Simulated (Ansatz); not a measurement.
Given:

```
GeO2
1.0
    4.50067     0.00000     0.00000
    0.00000     4.50067     0.00000
    0.00000     0.00000     2.87651
Ge O
2 4
Direct
  0.50000   0.50000   0.50000
  0.00000   0.00000   0.00000
  0.30577   0.30577   0.00000
  0.69423   0.69423   0.00000
  0.19423   0.80577   0.50000
  0.80577   0.19423   0.50000
```

Space group of this cell: P4_2/mnm, rutile. The cell is strained (lengths across the current scaled by 1.02, ions clamped); by r2SCAN its mean pressure is -9.8 GPa.

Transport runs along the normal of the first two printed cell vectors, the (001) (indices of the unstrained crystal) plane of the conventional cell.

No gap correction and no spin-orbit coupling; mid-gap values are interpolated between computed energies.

**Question.** Predict the band gap and the smallest decay constant κ at mid-gap from r2SCAN (Ansatz, a program for electronic structure).

**Answer.** Gap 1.97 eV on a 8×8×10 mesh; κ = 0.198 1/Å, at the zone centre.
